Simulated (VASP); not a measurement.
Write the native input for VASP 6.6.1 that does the following.

| Property | Result |
| --- | --- |
| Task | band structure |
| Functional | PBE |
| Potentials or basis | VASP PAW PBE potentials, release 64 (In_d) |
| Cutoff | 520 eV |
| k mesh | 18 × 18 × 18 |
| Occupations | gaussian, width 0.1 eV |
| Spin | no spin polarisation |
| Further INCAR settings | ALGO = Normal; EDIFF = 1e-06; NBANDS = 12 |

The structure of In lies in POSCAR:

```
In
1.0
   -1.6942840000      1.6942840000      2.3942440000
    1.6942840000     -1.6942840000      2.3942440000
    1.6942840000      1.6942840000     -2.3942440000
In
1
Direct
    0.0000000000      0.0000000000      0.0000000000
```

One way to write it, as run:

INCAR

```
ALGO = Normal ; EDIFF = 1E-6
ENCUT = 520 ; GGA = PE
ISIF = 2 ; ISMEAR = 0
LASPH = True ; LCHARG = False
LREAL = False ; LWAVE = False
NBANDS = 12 ; NELM = 60
PREC = Accurate ; SIGMA = 0.1
```

KPOINTS

```
k-points
0
Gamma
  18 18 18
```

KPOINTS_OPT

```
path GXYSGZS1NPY1Z,XP
20
line-mode
reciprocal
 0.0000000000  0.0000000000  0.0000000000  G
 0.0000000000  0.0000000000  0.5000000000  X

 0.0000000000  0.0000000000  0.5000000000  X
-0.2503834435  0.2503834435  0.5000000000  Y

-0.2503834435  0.2503834435  0.5000000000  Y
-0.3751917218  0.3751917218  0.3751917218  S

-0.3751917218  0.3751917218  0.3751917218  S
 0.0000000000  0.0000000000  0.0000000000  G

 0.0000000000  0.0000000000  0.0000000000  G
 0.5000000000  0.5000000000 -0.5000000000  Z

 0.5000000000  0.5000000000 -0.5000000000  Z
 0.3751917218  0.6248082782 -0.3751917218  S1

 0.3751917218  0.6248082782 -0.3751917218  S1
 0.0000000000  0.5000000000  0.0000000000  N

 0.0000000000  0.5000000000  0.0000000000  N
 0.2500000000  0.2500000000  0.2500000000  P

 0.2500000000  0.2500000000  0.2500000000  P
 0.5000000000  0.5000000000 -0.2503834435  Y1

 0.5000000000  0.5000000000 -0.2503834435  Y1
 0.5000000000  0.5000000000 -0.5000000000  Z

 0.0000000000  0.0000000000  0.5000000000  X
 0.2500000000  0.2500000000  0.2500000000  P
```

Potentials or basis: VASP PAW PBE potentials, release 64 (In_d).

Launch:

```bash
$ cat potpaw_PBE.64/In_d/POTCAR > POTCAR
$ mpirun -np 1 vasp_std > vasp.out
```

It gave:

| Property | Result |
| --- | --- |
| Pressure | -0.1 GPa |
| Band gap along the path | none (metal or under the smearing width) |

Caveat: spin-orbit coupling is left out, which moves the levels of the heavy elements.

Run time: 2.3 min on 1 thread of Intel(R) Xeon(R) Platinum 8488C (Sapphire Rapids), with other jobs on the host, peak memory 0.35 GiB.
